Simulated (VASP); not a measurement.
The system is Ba.

```
Ba
1.0
     1.95500   -3.65000    0.00000
     1.95500    3.65000    0.00000
     0.00000    0.00000    5.70000
Ba
1
Direct
  0.00000 0.00000 0.00000
```

This isn't the form of Ba at room conditions, which is bcc.

- Program: VASP 6.6.1
- Task: relaxation of cell and atoms
- Functional: PBE
- Dispersion: D3(BJ)
- Potentials or basis: VASP PAW PBE potentials, release 64 (Ba_sv)
- Cutoff: 600 eV
- k mesh: 12 × 12 × 8
- Occupations: gaussian, width 0.1 eV
- Spin: no spin polarisation

At the start: pressure 0.2 GPa; volume 81.35 Å³/atom.

Task: How do energy, volume and symmetry change on relaxing?

Result: Over 13 steps the energy falls by 466.0 meV/atom and the volume is 58.88 Å³/atom (-27.6 %); space group P6/mmm (No. 191, to 0.05 Å).

The path:
```csv
step,energy change (eV),largest force (eV/Å),pressure (GPa),volume (Å³)
1,0.0000,0.0000,0.24,81.35
2,-0.1395,0.0000,-0.49,82.46
3,-0.2842,0.0000,-1.38,82.81
4,-0.3101,0.0000,-1.58,82.40
5,-0.4026,0.0000,-1.08,69.76
6,-0.4027,0.0000,-1.05,69.39
7,-0.4611,0.0000,-0.31,61.24
8,-0.4646,0.0000,-0.05,59.27
9,-0.4647,0.0000,0.00,58.93
10,-0.4656,0.0000,0.01,58.82
11,-0.4660,0.0000,0.03,58.68
12,-0.4660,0.0000,0.03,58.69
13,-0.4660,0.0000,0.00,58.88
```

Final structure:
```
CELL_PARAMETERS angstrom
2.09483 -3.63007 0.00000
2.09483 3.63007 0.00000
0.00000 0.00000 3.87149
ATOMIC_POSITIONS crystal
Ba 0.00000 0.00000 0.00000
```

Caveat: the volume moved by over 15 % at a fixed basis, so the end points are rough; the volume moved by -28 % from the deposited cell, more than functionals usually miss; pairwise dispersion overbinds metals, which lowers pressure and volume.
